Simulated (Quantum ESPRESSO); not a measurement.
Tl under changes of volume

One of the cells (28.575 Å³/atom); the others are scaled copies at fixed shape and fractional positions:

```
Tl
1.0
     3.45600    0.00000    0.00000
    -1.72800    2.99298    0.00000
     0.00000    0.00000    5.52500
Tl
2
Direct
  0.66667 0.33333 0.75000
  0.33333 0.66667 0.25000
```

* Program: Quantum ESPRESSO 7.5
* Functional: PBEsol
* Potentials or basis: GBRV 1.5 PBEsol
* Cutoff: 612 eV
* Density cutoff: 4898 eV
* k mesh: 9 × 9 × 5
* Occupations: fermi-dirac, width 0.05 eV
* Spin: no spin polarisation

| volume (Å³/atom) | energy over the lowest point (meV/atom) | pressure (GPa) |
| --- | --- | --- |
| 26.860 | ? | ? |
| 27.432 | 7.49 | 1.6 |
| 28.003 | 2.23 | 0.7 |
| 28.575 | 0.00 | -0.1 |
| 29.146 | 0.43 | -0.7 |
| 29.718 | 3.21 | -1.3 |
| 30.289 | 8.05 | -1.9 |

Task: What does the run at 26.860 Å³/atom give?

Result: Energy over the lowest point 16.18 meV/atom; pressure 2.6 GPa.

Worked out: A Birch-Murnaghan fit of order 3 (a polynomial in V^(-2/3)) to the other rows has its minimum at 28.76 Å³/atom with B0 = V·E''(V) = 36 GPa and B' = 5.4 at fixed shape and positions, which overstates the stiffness. It gives 16.20 meV/atom at 26.860 Å³/atom, against the run's 16.18, and -dE/dV = 3.0 GPa, against 2.6.

Energies are extrapolated to zero smearing.
